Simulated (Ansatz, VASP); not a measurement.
**P: VASP beside Ansatz**

Aim: how closely do two programs agree when they are given the same cell, functional and k mesh? The structure shown is the start of the Ansatz relaxation below; VASP solves that cell, so the two are compared at the walk's first step.

Program: Ansatz 0.2.0. Level of theory: plane waves, with VASP 6.6.1 beside it; single point at PBE with D3(BJ). Results are calculated unless marked as measured.

## (1) The starting structure

The cell holds 4 atoms: 4 P. Its edges and angles: a = 3.280 Å, b = 3.280 Å, c = 38.800 Å, α = 90.0°, β = 90.0°, γ = 120.0°. Vacuum lies along c.

## (2) Ansatz: relaxation, PBE with D3(BJ)

Ansatz runs on its PAW soft_1 files.

The two programs are compared at the cell with which this relaxation starts, whose forces are those of its first step.

Contents of input.yaml:

```yaml
crystal:
  lattice:
    - [3.28, 0.0, 0.0]
    - [-1.64, 2.8405633244, 0.0]
    - [0.0, 0.0, 38.8]
  atoms:
    - { symbol: P, position: [0.3333333333, 0.6666666667, 0.4574742268] }
    - { symbol: P, position: [0.6666666667, 0.3333333333, 0.4255154639] }
    - { symbol: P, position: [0.6666666667, 0.3333333333, 0.5744845361] }
    - { symbol: P, position: [0.0, 0.0, 0.5425257732] }
  periodic: [true, true, false]
kpoints:
  mp_grid: { grid: [9, 9, 1] }
hamiltonian:
  xc: pbe
  dispersion: d3bj
  pseudopotentials: { kind: paw, azcp: { folder: soft_1 } }
scf:
  occupations: { method: fermi_dirac, width: 0.02 }
relax:
  f_tol: 0.01
  max_steps: 100
  cell: {}
```

On the command line:

```sh
$ ansatz run input.yaml --threads 3 --pin off --max-ram 92160MiB --backend cuda --events-out ev --progress --plain --runs-dir out --devices 1 --max-vram 13GiB
```

Numbers of over 12 decimals in the logs are rounded to 6 here.

The log of the run:

```text
GPUs: using 1 of 1 available (devices: 1).
Engine: ansatz 0.2.0, x86_64-unknown-linux-gnu
Pseudopotentials: kind: paw
Pseudopotential: P, paw, valence charge 5, recommended cutoff 420 eV (normal), soft_1/P.paw.azcp
Functional definition: PBE
  parameter kappa = 0.804
  parameter beta = 0.066725
  exchange = pbe_x(kappa = kappa, mu = beta*pi^2/3)
  correlation = pbe_c(beta = beta)
device memory: the entry about to start is reckoned to put 1.4 GiB on a device that reports 48.5 GiB free (of which the cap on the GPU budget leaves the run 13.0 GiB)
GPU FFT provider: cuFFT
GPU libraries: cuBLAS 13.8.2, cuFFT 12.4.0, cuSOLVER 12.3.4
Crystal: 4 atoms, lattice volume = 361.501 Å³
Basis set: ecut = 420 eV, 7185 PW (Γ), exchange–correlation on 48×48×540 points (8 copies of the dense FFT grid, shifted against one another)
Bands: 14, of which v1, the nominal top of the filled ones, is band 10 counted from 1 (9 counted from 0)
Symmetry: 12 space group operations
Space group: P-3m1 (ITA 164), of the structure as read, at distance tolerance 7.1e-5 Å
k-points: 12 of 81
Non-local potential: P, projectors of the file, l = 0: 2, l = 1: 2, l = 2: 1
PAW form: soft (Blöchl's): semilocal exchange-correlation on the pseudo side does not see the compensation charge
PAW one-centre angular grid: P, 110 points (default); XC on 64 Gauss nodes
Initial density: superposition of atomic densities (neutral atoms: chi_scale 0, normalization atom)
Initial wavefunctions: pseudopotential atomic-orbital guess
GPU buffer pool allocated for 155520 grid points (all kernels)
GPU transforms: local potential and band sums: pruned to the plane-wave sphere, on 24×24×270
Functional: x = pbe(κ = 0.804, μ = 0.219515), c = pbe(β = 0.066725)
SCF iter   1: F=—  HF=-3023.824227 eV  |F-HF|=—  |Δ(HF+E_count)|=         —  Δρ=1.77e-2  dr2=8.38e-1  ethr=3.10e-3  ⟨swp⟩=15.7  Hψ=2026  notcnv=0
preconditioner: auto → Resta (q_TF=auto, 1.684 Å⁻¹)  ε∞=2.0  [insulator: Δε(μ)=1.173 eV  Ē_g=8.861 eV  σ=0.020 eV  W_gap=1.00  n_scr=20 (ndim 8)  ℏωp=8.7 eV  f_vac=0.729  D(μ)=0.00/eV (n_scr^D=0)  ε∞_Penn≈2.0  vacuum switching on, ρ_ref=5.7e-3 e/Å³]
SCF iter   2: F=—  HF=-3023.666310 eV  |F-HF|=—  |Δ(HF+E_count)|=   1.58e-1  Δρ=9.14e-3  dr2=2.18e-1  ethr=3.10e-3  ⟨swp⟩=1.1  Hψ=274  notcnv=0
SCF iter   3: F=—  HF=-3023.638460 eV  |F-HF|=—  |Δ(HF+E_count)|=   2.78e-2  Δρ=1.47e-3  dr2=4.02e-2  ethr=1.09e-3  ⟨swp⟩=3.4  Hψ=386  notcnv=0
SCF iter   4: F=—  HF=-3023.632297 eV  |F-HF|=—  |Δ(HF+E_count)|=   6.16e-3  Δρ=8.52e-4  dr2=2.99e-3  ethr=2.01e-4  ⟨swp⟩=3.6  Hψ=381  notcnv=0
SCF iter   5: F=—  HF=-3023.634305 eV  |F-HF|=—  |Δ(HF+E_count)|=   2.01e-3  Δρ=1.01e-3  dr2=6.11e-3  ethr=1.49e-5  ⟨swp⟩=4.2  Hψ=502  notcnv=0  defer=1
SCF iter   6: F=—  HF=-3023.631927 eV  |F-HF|=—  |Δ(HF+E_count)|=   2.38e-3  Δρ=9.11e-5  dr2=9.94e-5  ethr=1.49e-5  ⟨swp⟩=3.4  Hψ=496  notcnv=0
SCF iter   7: F=—  HF=-3023.631931 eV  |F-HF|=—  |Δ(HF+E_count)|=   4.41e-6  Δρ=2.34e-5  dr2=8.61e-6  ethr=4.97e-7  ⟨swp⟩=3.8  Hψ=443  notcnv=0
SCF iter   8: F=-3023.631930 eV  HF=-3023.631930 eV  |F-HF|=3.85e-9  |Δ(HF+E_count)|=   1.26e-6  Δρ=3.32e-6  dr2=4.66e-8  ethr=5.00e-10  ⟨swp⟩=6.6  Hψ=1147  notcnv=0
SCF 1 converged in 8 iterations: F = -3023.631930 eV  dr2 = 4.66e-8
  greatest PAW one-centre occupation: 0.817 electrons in one spin orbital (limit 2), on the P atom at site 3 (counted from 0), in its partial waves of l = 0
relax step   1: F+E_penalty+E_count = -3023.63192976 eV  Δ(F+E_penalty+E_count) = +0.000e0 eV  max|allowed force component| = 3.941e-2 eV/Å  Δτ_max = 0.0000 Å  P = -1.151 N/m  Ω = 361.501 Å³  fix = [c, alpha, beta]  reactions: c -0.000 N/m  (8 SCF iters, dr2 threshold 1.00e-7 eV, accepted)
[...]
relax step   2: F+E_penalty+E_count = -3023.63447664 eV  Δ(F+E_penalty+E_count) = -2.547e-3 eV  max|allowed force component| = 1.644e-1 eV/Å  Δτ_max = 0.0220 Å  P = -0.180 N/m  Ω = 356.962 Å³  energy of the carried Pulay correction = +3.825e-5 eV  fix = [c, alpha, beta]  reactions: c -0.000 N/m  (6 SCF iters, dr2 threshold 4.00e-7 eV, accepted)
[...]
relax step   3: F+E_penalty+E_count = -3023.63634791 eV  Δ(F+E_penalty+E_count) = -1.871e-3 eV  max|allowed force component| = 5.593e-3 eV/Å  Δτ_max = 0.0445 Å  P = +0.033 N/m  Ω = 356.457 Å³  energy of the carried Pulay correction = +4.254e-5 eV  fix = [c, alpha, beta]  reactions: c +0.000 N/m  (6 SCF iters, dr2 threshold 4.00e-7 eV, accepted)
[...]
relax step   4: F+E_penalty+E_count = -3023.63630829 eV  Δ(F+E_penalty+E_count) = +3.962e-5 eV  max|allowed force component| = 5.619e-3 eV/Å  Δτ_max = 0.0000 Å  P = +0.031 N/m  Ω = 356.457 Å³  fix = [c, alpha, beta]  reactions: c +0.000 N/m  stress off target by 3.13e-2 N/m on what of the cell is left free  SCF on the basis re-selected at this cell (its energy is not comparable with the rows above)  (6 SCF iters)
basis re-selected at this cell: Δ(F+E_penalty+E_count) = +3.962e-5 eV, ΔP = -0.001 N/m vs the last step (what re-selecting the basis moved, of the pressure what is left beyond the Pulay correction that the steps carried, after the strain that the cell walked since its last selection, with what the two solves' SCF thresholds leave and, on support functions, any second-order correction that the steps lacked; it is no m [...]
SCF converged after 6 iterations
Free energy (F): -3023.636308 eV
Harris-Foulkes:  -3023.636308 eV  (|F-HF|=1.82e-11)
Internal energy: -3023.636308 eV  (E = F + TS)
E sigma→0 (E₀):  -3023.636308 eV
Fermi energy:    -5.023064 eV
--- Per-component energies (eV) ---
  E_band       = -228.450308
  E_kinetic    = 271.956920
  E_local      = -27460.910279  (includes V_loc(G=0)·N_el)
  E_nonlocal   = 130.831849
  E_hartree    = 13551.043455
  E_xc         = -289.742541
  E_vxc        = -241.541231  (∫ρ·V_xc dr)
  E_paw        = -2232.692467  (= ΣΔE_a)
  E_vpaw       = -30.874533  (= ΣTr[D̂ρ^β])
  E_aug_tail   = -0.000001  (compensation charges beyond the density's cutoff)
  E_ewald      = 13006.936245
  E_disp       = -1.059489  (pairwise vdW)
  E_smearing   = -0.000000  (= −TS)
  E_closure    = 0.000000  (closes the sum)
  Σ components = -3023.636308   (vs F -3023.636308, Δ=0.00e0)
--- Forces (eV/Å), atoms counted from 1 ---
  atom   1  P      0.00000000    -0.00000000     0.00561925
  atom   2  P      0.00000000     0.00000000    -0.00292936
  atom   3  P      0.00000000    -0.00000000     0.00292936
  atom   4  P      0.00000000     0.00000000    -0.00561925
  max |Σ_I F_I| component: 3.70e-17 eV/Å
--- 2D stress c σ (N/m, compression-positive) ---
        0.031255      -0.000000       0.000000
       -0.000000       0.031255      -0.000000
        0.000000      -0.000000       0.000000
  P = ½ c Tr σ = 0.0313 N/m
--- Band table (eV; the first three rows and the last of 12) ---
  k-point 0: bands = [... 6 lower, -6.2515, -6.2478, -6.2478, -5.7854, -2.2627, -2.2627, -2.2561, -2.1734]
  k-point 1: bands = [... 6 lower, -7.1467, -6.6866, -6.6591, -5.7038, -2.7699, -2.6829, -1.7360, -1.6288]
  k-point 2: bands = [... 6 lower, -7.4592, -7.4205, -6.8190, -5.6710, -3.6841, -3.6334, -1.0045, -1.0006]
  k-point 11: bands = [... 6 lower, -8.0312, -8.0020, -8.0020, -7.8414, -4.0566, -4.0566, -1.3398, -0.6589]
--- Relaxed structure (3 steps of the walk, 3 accepted, 1 SCFs on fresh bases) ---
  F+E_penalty+E_count = -3023.63630829 eV   max|allowed force component| = 5.619e-3 eV/Å   (the final SCF, on the basis selected at the relaxed cell)
  cell:  # Å, volume = 356.4571 Å³
    - [3.257035, 0.0, 0]
    - [-1.628518, 2.820675, 0]
    - [0, 0, 38.8]
  atoms:
    - { symbol: P, position: [0.333333, 0.666667, 0.456894] }
    - { symbol: P, position: [0.666667, 0.333333, 0.424863] }
    - { symbol: P, position: [0.666667, 0.333333, 0.575137] }
    - { symbol: P, position: [3.1925123328453938e-18, 1.3877787809430044e-17, 0.543106] }
```

Reading the cycles: dr2 is the Hartree energy of the density residual (eV), the measure of convergence; HF is the Harris–Foulkes estimate of the energy, which meets the free energy F at convergence.

## (3) VASP: single point, PBE with D3(BJ), start cell, pair 1

The same cell, functional, mesh and smearing now go to VASP, with its own data sets.

Lines of VASP's logs that name or quote its potential files are left out, and so is its time.

Contents of INCAR:

```
SYSTEM = P
PREC = Accurate
ENCUT = 400
EDIFF = 1E-06
NELM = 120
ISMEAR = -1
SIGMA = 0.02
LREAL = .FALSE.
ALGO = Normal
GGA = PE
IVDW = 12
NBANDS = 16
LORBIT = 11
LWAVE = .FALSE.
LCHARG = .FALSE.
ISIF = 2
LDIPOL = .TRUE.
IDIPOL = 3
DIPOL = 0.5 0.5 0.5
LVHAR = .TRUE.
LASPH = .TRUE.
GGA_COMPAT = .FALSE.
EFERMI = MIDGAP
NELMDL = -8
```

Contents of POSCAR:

```
P
1.0
    3.2800000000      0.0000000000      0.0000000000
   -1.6400000000      2.8405630000      0.0000000000
    0.0000000000      0.0000000000     38.8000000000
P
4
Direct
    0.3333333920      0.6666667840      0.4574742268
    0.6666666080      0.3333332160      0.4255154639
    0.6666666080      0.3333332160      0.5744845361
    0.0000000000      0.0000000000      0.5425257732
```

Contents of KPOINTS:

```
Automatic mesh
0
Gamma
9 9 1
0 0 0
```

The projector-augmented-wave data sets are P (PBE family, release 64).

On the command line:

```sh
$ mpirun -np 1 vasp_std
```

The log of the run:

```text
[banner, memory and clock lines left out]
running    1 mpi-ranks, on    1 nodes
 distrk:  each k-point on    1 cores,    1 groups
 distr:  one band on    1 cores,    1 groups

 POSCAR found type information on POSCAR P
 POSCAR found :  1 types and       4 ions
 LDA part: xc-table for (Slater+PW92), standard interpolation
 POSCAR, INCAR and KPOINTS ok, starting setup
 FFT: planning ... GRIDC
 FFT: planning ... GRID_SOFT
 FFT: planning ... GRID
 WAVECAR not read
 entering main loop
       N       E                     dE             d eps       ncg     rms          rms(c)
DAV:   1     0.133433644134E+03    0.13343E+03   -0.55222E+03   384   0.703E+02
DAV:   2    -0.725508609885E+01   -0.14069E+03   -0.13010E+03   624   0.144E+02
DAV:   3    -0.213038260687E+02   -0.14049E+02   -0.13986E+02   552   0.580E+01
DAV:   4    -0.215731933610E+02   -0.26937E+00   -0.26873E+00   560   0.102E+01
DAV:   5    -0.215826275516E+02   -0.94342E-02   -0.94320E-02   568   0.178E+00
DAV:   6    -0.215828618687E+02   -0.23432E-03   -0.23431E-03   576   0.251E-01
DAV:   7    -0.215828669617E+02   -0.50930E-05   -0.50929E-05   560   0.339E-02
DAV:   8    -0.215828670085E+02   -0.46792E-07   -0.46786E-07   496   0.331E-03    0.984E+00
DAV:   9    -0.214542096169E+02    0.12866E+00   -0.75914E-02   488   0.145E+00    0.583E+00
DAV:  10    -0.214009992048E+02    0.53210E-01   -0.14602E-01   520   0.206E+00    0.291E-01
DAV:  11    -0.214017580219E+02   -0.75882E-03   -0.12979E-02   480   0.682E-01    0.144E-01
DAV:  12    -0.214018393415E+02   -0.81320E-04   -0.47821E-04   632   0.129E-01    0.105E-01
DAV:  13    -0.214019007063E+02   -0.61365E-04   -0.24000E-04   456   0.837E-02    0.711E-02
DAV:  14    -0.214019182034E+02   -0.17497E-04   -0.41274E-05   504   0.408E-02    0.148E-02
DAV:  15    -0.214019347214E+02   -0.16518E-04   -0.20816E-06   440   0.790E-03    0.772E-03
DAV:  16    -0.214019688665E+02   -0.34145E-04   -0.14260E-05   432   0.164E-02    0.788E-03
DAV:  17    -0.214019787089E+02   -0.98424E-05   -0.70745E-07   440   0.392E-03    0.245E-03
DAV:  18    -0.214020086982E+02   -0.29989E-04   -0.41244E-06   368   0.594E-03    0.608E-03
DAV:  19    -0.214020135640E+02   -0.48658E-05   -0.29761E-07   400   0.199E-03    0.197E-03
DAV:  20    -0.214020175319E+02   -0.39679E-05   -0.51712E-08   312   0.917E-04    0.846E-04
DAV:  21    -0.214020261257E+02   -0.85938E-05   -0.18656E-07   368   0.124E-03    0.644E-04
DAV:  22    -0.214020298214E+02   -0.36958E-05   -0.45079E-08   336   0.710E-04    0.435E-04
DAV:  23    -0.214020312091E+02   -0.13877E-05   -0.28183E-08   320   0.400E-04    0.164E-04
DAV:  24    -0.214020318741E+02   -0.66499E-06   -0.49093E-09   280   0.226E-04
   1 F= -.22453482E+02 E0= -.22453482E+02  d E =-.529831E-13
```

Parts of OUTCAR (step 3):

```text
ion  position               nearest neighbor table
   1  0.333  0.667  0.457-   2 2.26   2 2.26   2 2.26
   2  0.667  0.333  0.426-   1 2.26   1 2.26   1 2.26
   3  0.667  0.333  0.574-   4 2.26   4 2.26   4 2.26
   4  0.000  0.000  0.543-   3 2.26   3 2.26   3 2.26

  LATTYP: Found a hexagonal cell.
 ALAT       =     3.2800000000
 C/A-ratio  =    11.8292682927

 Subroutine GETGRP returns: Found 12 space group operations
 (whereof  6 operations were pure point group operations)

The static configuration has the point symmetry C_3v.
 The point group associated with its full space group is D_3d.

 Found     12 irreducible k-points:

   k-points           NKPTS =     12   k-points in BZ     NKDIM =     12   number of bands    NBANDS=     16

   dimension x,y,z NGX =    24 NGY =   24 NGZ =  256
   dimension x,y,z NGXF=    48 NGYF=   48 NGZF=  512

   ENCUT  =  400.0 eV  29.40 Ry    5.42 a.u.   5.35  5.35 63.27*2*pi/ulx,y,z

   NELECT =      20.0000    total number of electrons

 k-points in reciprocal lattice and weights: Automatic mesh
   0.00000000  0.00000000  0.00000000       0.012
   0.11111111  0.00000000  0.00000000       0.074
   0.22222222  0.00000000  0.00000000       0.074
   0.33333333 -0.00000000  0.00000000       0.074
   0.44444444  0.00000000  0.00000000       0.074
   0.11111111  0.11111111  0.00000000       0.074
   0.22222222  0.11111111  0.00000000       0.148
   0.33333333  0.11111111  0.00000000       0.148
   0.44444444  0.11111111  0.00000000       0.074
   0.22222222  0.22222222  0.00000000       0.074
   0.33333333  0.22222222  0.00000000       0.148
   0.33333333  0.33333333  0.00000000       0.025

 dipolmoment           0.000000      0.000000     -0.000000 electrons x Angstroem

 average (electrostatic) potential at core
       1 -91.8333       2 -91.8348       3 -91.8348       4 -91.8333

 E-fermi :  -2.5869

 k-point     1 :       0.0000    0.0000    0.0000
  band No.  band energies     occupation
    ...
      6      -3.8901      2.00000
      7      -3.8901      2.00000
      8      -3.8858      2.00000
      9      -3.8858      2.00000
     10      -3.2863      2.00000
     11       0.0142      0.00000
     12       0.0838      0.00000
     13       0.0838      0.00000
     14       0.1125      0.00000
     15       0.1896      0.00000
    ...

 k-point     2 :       0.1111    0.0000    0.0000
  band No.  band energies     occupation
    ...
      6      -5.2642      2.00000
      7      -4.6955      2.00000
      8      -4.3147      2.00000
      9      -4.2837      2.00000
     10      -3.2150      2.00000
     11      -0.4185      0.00000
     12      -0.3232      0.00000
     13       0.5951      0.00000
     14       0.7153      0.00000
     15       1.3199      0.00000
    ...

 k-point     3 :       0.2222    0.0000    0.0000
  band No.  band energies     occupation
    ...
      6      -7.2072      2.00000
      7      -5.0702      2.00000
      8      -5.0266      2.00000
      9      -4.3875      2.00000
     10      -3.2306      2.00000
     11      -1.3026      0.00000
     12      -1.2347      0.00000
     13       1.3145      0.00000
     14       1.3773      0.00000
     15       1.5264      0.00000
    ...

 Edisp (eV)   -1.05145

  Total      -0.83063    -0.83063    -0.32999     0.00000     0.00000     0.00000
  in kB      -3.68136    -3.68136    -1.46254     0.00000     0.00000     0.00000
  external pressure =       -2.94 kB  Pullay stress =        0.00 kB

  energy-cutoff  :      400.00
  volume of cell :      361.50
      direct lattice vectors                 reciprocal lattice vectors
     3.280000000  0.000000000  0.000000000     0.304878049  0.176021444  0.000000000
    -1.640000000  2.840563000  0.000000000     0.000000000  0.352042887  0.000000000
     0.000000000  0.000000000 38.800000000     0.000000000  0.000000000  0.025773196

 POSITION                                       TOTAL-FORCE (eV/Angst)
 -----------------------------------------------------------------------------------
      0.00000      1.89371     17.75000        -0.000000      0.000000     -0.125904
      1.64000      0.94685     16.51000         0.000000      0.000000      0.127665
      1.64000      0.94685     22.29000        -0.000000     -0.000000     -0.127665
      0.00000      0.00000     21.05000         0.000000     -0.000000      0.125904
 -----------------------------------------------------------------------------------
    total drift:                                0.000000      0.000074      0.000041

  FREE ENERGIE OF THE ION-ELECTRON SYSTEM (eV)
  ---------------------------------------------------
  free  energy   TOTEN  =       -22.4534821419 eV

  energy  without entropy=      -22.4534821419  energy(sigma->0) =      -22.45348214

 vacuum level on the upper side and lower side of the slab         2.401         2.401

 total charge
# of ion       s       p       d       tot
------------------------------------------
    1        1.099   1.354   0.000   2.452
    2        1.096   1.355   0.000   2.451
    3        1.096   1.355   0.000   2.451
    4        1.099   1.354   0.000   2.452
--------------------------------------------------
tot          4.389   5.417   0.000   9.806

[... 3 further parts left out ...]
```

## (4) Comparison

Known differences besides the potentials themselves: Ansatz cuts the interaction across the vacuum, VASP repeats the sheet with a dipole correction; the cutoff is 420 eV in Ansatz and 400 eV in VASP. Total energies have different zeros and are not compared.

Forces (eV/Å; atoms numbered as in POSCAR):

```
atom        Ansatz x, y, z          VASP x, y, z
  P1  0.000, 0.000, -0.036  0.000, 0.000, -0.126
  P2   0.000, 0.000, 0.039   0.000, 0.000, 0.128
  P3  0.000, 0.000, -0.039  0.000, 0.000, -0.128
  P4   0.000, 0.000, 0.036   0.000, 0.000, 0.126
```

The forces differ by 51 meV/Å r.m.s., where the r.m.s. force is 0.022 eV/Å in Ansatz and 0.073 eV/Å in VASP: the atoms lie near their places of rest in Ansatz, so a percentage would say little (all taken over all components). With vacuum in the cell, a pressure given here is an average over mostly empty space and none of the material.

## (5) Ansatz: relaxation, PBE with D3(BJ)

The two programs are compared at the cell with which this relaxation starts, whose forces are those of its first step.

The structure compared here is the start of the Ansatz relaxation; VASP solves that cell, so the two are compared at the walk's first step.

input.yaml, the sections that differ from step 2:

```yaml
crystal:
  lattice:
    - [3.28, 0.0, 0.0]
    - [-1.64, 2.8405633244, 0.0]
    - [0.0, 0.0, 38.8]
  atoms:
    - { symbol: P, position: [0.3333333333, 0.6666666667, 0.4574742268] }
    - { symbol: P, position: [0.6666666667, 0.3333333333, 0.4255154639] }
    - { symbol: P, position: [0.3333333333, 0.6666666667, 0.5744845361] }
    - { symbol: P, position: [0.6666666667, 0.3333333333, 0.5425257732] }
  periodic: [true, true, false]
# kpoints, hamiltonian, scf, relax: as in step 2
```

On the command line:

```sh
$ ansatz run input.yaml --threads 3 --pin off --max-ram 92160MiB --backend cuda --events-out ev --progress --plain --runs-dir out --devices 1 --max-vram 13GiB
```

The log of the run:

```text
GPUs: using 1 of 1 available (devices: 1).
[...]
GPU FFT provider: cuFFT
GPU libraries: cuBLAS 13.8.2, cuFFT 12.4.0, cuSOLVER 12.3.4
Crystal: 4 atoms, lattice volume = 361.501 Å³
Basis set: ecut = 420 eV, 7185 PW (Γ), exchange–correlation on 48×48×540 points (8 copies of the dense FFT grid, shifted against one another)
[...]
--- Relaxed structure (5 steps of the walk, 5 accepted, 1 SCFs on fresh bases) ---
[...]
cell:  # Å, volume = 356.0430 Å³
    - [3.255143, 0.0, 0]
    - [-1.627571, 2.819036, 0]
    - [0, 0, 38.8]
  atoms:
    - { symbol: P, position: [0.333333, 0.666667, 0.459787] }
    - { symbol: P, position: [0.666667, 0.333333, 0.427704] }
    - { symbol: P, position: [0.333333, 0.666667, 0.572296] }
    - { symbol: P, position: [0.666667, 0.333333, 0.540213] }
[key lines of the parts left out:]
SCF converged after 6 iterations
Free energy (F): -3023.668948 eV
Fermi energy:    -5.013983 eV
P = ½ c Tr σ = -0.0309 N/m
```

[end of part 1 of 2]

[Lines on the potential files, build, host, timing and source positions are cut from VASP's logs without a mark.]

[Logs are printed without paths, hosts, clocks, repeated set-up lines and the standing remarks that a program may print on its own settings, such as how far it seeks lower states.]

[Hosts, paths, dates, database ids (printed as entryN), source tags and the programs' standing remarks are cut or masked in the printed files.]
